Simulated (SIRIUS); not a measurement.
An input for SIRIUS 7.12.0 (Pr):

Contents of sirius.json:

```json
{
  "control": {
    "processing_unit": "cpu",
    "std_evp_solver_name": "lapack",
    "gen_evp_solver_name": "lapack",
    "verbosity": 2,
    "print_forces": true,
    "ortho_rf": true,
    "use_second_variation": true,
    "rmt_max": 3.0,
    "num_bands_to_print": 22,
    "save_wf": true
  },
  "parameters": {
    "electronic_structure_method": "full_potential_lapwlo",
    "xc_functionals": ["XC_GGA_X_B88", "XC_GGA_C_LYP"],
    "core_relativity": "dirac",
    "valence_relativity": "iora",
    "num_fv_states": 22,
    "smearing": "methfessel_paxton",
    "smearing_width": 0.0007349864,
    "pw_cutoff": 20,
    "gk_cutoff": 3.51,
    "lmax_apw": 2,
    "lmax_rho": 8,
    "lmax_pot": 8,
    "num_mag_dims": 0,
    "auto_rmt": 0,
    "ngridk": [4, 4, 4],
    "shiftk": [0, 0, 0],
    "num_dft_iter": 50,
    "energy_tol": 1e-07,
    "density_tol": 1e-05,
    "use_symmetry": true
  },
  "settings": {"tol_ne": 1e-10},
  "iterative_solver": {"type": "exact"},
  "mixer": {"type": "anderson", "beta": 0.2, "max_history": 12},
  "unit_cell": {
    "lattice_vectors": [
      [-3.9098921304, 3.9098921304, 3.9098921304],
      [3.9098921304, -3.9098921304, 3.9098921304],
      [3.9098921304, 3.9098921304, -3.9098921304]
    ],
    "atom_types": ["Pr"],
    "atom_files": {"Pr": "Pr.json"},
    "atoms": {"Pr": [[0.0, 0.0, 0.0]]}
  }
}
```

Pr.json

```json
{
  "name": "praseodymium",
  "symbol": "Pr",
  "number": 59,
  "mass": 140.90765,
  "rmin": 1e-06,
  "rmt": 2.65,
  "nrmt": 800,
  "rinf": 19.67,
  "core": "1s2s2p3s3p3d4s4p",
  "valence": [
    {"basis": [{"enu": 0.05, "dme": 0, "n": 0, "auto": 0}, {"enu": 0.05, "dme": 1, "n": 0, "auto": 0}]},
    {"l": 0, "n": 1, "basis": [{"enu": 0.15, "dme": 0, "n": 0, "auto": 0}]},
    {"l": 1, "n": 2, "basis": [{"enu": 0.15, "dme": 0, "n": 0, "auto": 0}]},
    {"l": 2, "n": 3, "basis": [{"enu": 0.15, "dme": 0, "n": 0, "auto": 0}]},
    {"l": 3, "n": 4, "basis": [{"enu": 0.15, "dme": 0, "n": 0, "auto": 0}]},
    {"l": 4, "n": 5, "basis": [{"enu": 0.15, "dme": 0, "n": 0, "auto": 0}]}
  ],
  "lo": [
    {"l": 0, "basis": [{"enu": 0.15, "dme": 0, "n": 0, "auto": 0}, {"enu": 0.15, "dme": 1, "n": 0, "auto": 0}]},
    {
      "l": 0,
      "basis": [{"enu": -1.2264, "dme": 0, "n": 5, "auto": 1}, {"enu": -1.2264, "dme": 1, "n": 5, "auto": 1}]
    },
    {
      "l": 0,
      "basis": [{"enu": -1.2264, "dme": 1, "n": 5, "auto": 1}, {"enu": 0.15, "dme": 0, "n": 0, "auto": 0}]
    },
    {"l": 0, "basis": [{"enu": 0.15, "dme": 0, "n": 0, "auto": 0}, {"enu": 2.4284, "dme": 0, "n": 0, "auto": 0}]},
    {"l": 1, "basis": [{"enu": 0.15, "dme": 0, "n": 0, "auto": 0}, {"enu": 0.15, "dme": 1, "n": 0, "auto": 0}]},
    {
      "l": 1,
      "basis": [{"enu": -0.5836, "dme": 0, "n": 5, "auto": 1}, {"enu": -0.5836, "dme": 1, "n": 5, "auto": 1}]
    },
    {
      "l": 1,
      "basis": [{"enu": -0.5836, "dme": 1, "n": 5, "auto": 1}, {"enu": 0.15, "dme": 0, "n": 0, "auto": 0}]
    },
    {"l": 1, "basis": [{"enu": 0.15, "dme": 0, "n": 0, "auto": 0}, {"enu": 2.7701, "dme": 0, "n": 0, "auto": 0}]},
    {"l": 2, "basis": [{"enu": 0.15, "dme": 0, "n": 0, "auto": 0}, {"enu": 0.15, "dme": 1, "n": 0, "auto": 0}]},
    {
      "l": 2,
      "basis": [{"enu": -3.8497, "dme": 0, "n": 4, "auto": 1}, {"enu": -3.8497, "dme": 1, "n": 4, "auto": 1}]
    },
    {
      "l": 2,
      "basis": [{"enu": -3.8497, "dme": 1, "n": 4, "auto": 1}, {"enu": 0.15, "dme": 0, "n": 0, "auto": 0}]
    },
    {"l": 2, "basis": [{"enu": 0.15, "dme": 0, "n": 0, "auto": 0}, {"enu": 3.1119, "dme": 0, "n": 0, "auto": 0}]},
    {"l": 3, "basis": [{"enu": 0.15, "dme": 0, "n": 0, "auto": 0}, {"enu": 0.15, "dme": 1, "n": 0, "auto": 0}]},
    {"l": 3, "basis": [{"enu": 0.15, "dme": 1, "n": 0, "auto": 0}, {"enu": 0.15, "dme": 2, "n": 0, "auto": 0}]},
    {"l": 3, "basis": [{"enu": 0.15, "dme": 0, "n": 0, "auto": 0}, {"enu": 2.6278, "dme": 0, "n": 0, "auto": 0}]},
    {"l": 4, "basis": [{"enu": 0.15, "dme": 0, "n": 0, "auto": 0}, {"enu": 0.15, "dme": 1, "n": 0, "auto": 0}]},
    {"l": 4, "basis": [{"enu": 0.15, "dme": 0, "n": 0, "auto": 0}, {"enu": 2.8841, "dme": 0, "n": 0, "auto": 0}]}
  ],
  "free_atom": [... radial grid and density of the free atom, the start of the SCF ...]
}
```

Potentials or basis: all-electron FP-LAPW, apw+lo standard.

The run is started by

```console
$ OMP_NUM_THREADS=1 sirius.scf --input=sirius.json --output=output.json
```

How does this run end?

The run stopped without a result. It printed:

Output:

```text
Warning in function "initialize" at src/context/simulation_context.cpp:336
G+k cutoff (3.51) is too large for a given lmax (2) and a maximum MT radius (2.65)
suggested minimum value for lmax : 10
[info] SIRIUS version : 7.12.0
[info] number of MPI ranks           : 1
[info] MPI grid                      : 1 1
[info] maximum number of OMP threads : 1
[fft] FFT context for density and potential
[fft] =====================================
[fft]   plane wave cutoff                     : 20
[... 43 lines left out ...]
[sym]   0.0000  0.0000  0.0000
[sym] number of space group operations  : 48
[sym] number of magnetic group operations : 48
[sym] metric tensor error: 3.5527e-15
[sym] rotation matrix error: 1.1720e-17
[sym]
[sym] symmetry operations
[sym]
[sym] isym : 0
[... 158 lines left out ...]
[generate_radial_functions] Linearization energies
[generate_radial_functions] Atom : Pr, class id : 0
[generate_radial_functions] augmented waves
[generate_radial_functions] local orbitals
[generate_radial_functions] {l: 0, n: 5, enu: -0.870332, dme: 0, auto: 1}
[generate_radial_functions] {l: 0, n: 5, enu: -0.870332, dme: 1, auto: 1}
[generate_radial_functions] {l: 0, n: 5, enu: -0.870332, dme: 1, auto: 1}
[generate_radial_functions] {l: 1, n: 5, enu: -0.190084, dme: 0, auto: 1}
[generate_radial_functions] {l: 1, n: 5, enu: -0.190084, dme: 1, auto: 1}
[generate_radial_functions] {l: 1, n: 5, enu: -0.190084, dme: 1, auto: 1}
[generate_radial_functions] {l: 2, n: 4, enu: -3.46399, dme: 0, auto: 1}
[generate_radial_functions] {l: 2, n: 4, enu: -3.46399, dme: 1, auto: 1}
[generate_radial_functions] {l: 2, n: 4, enu: -3.46399, dme: 1, auto: 1}
```
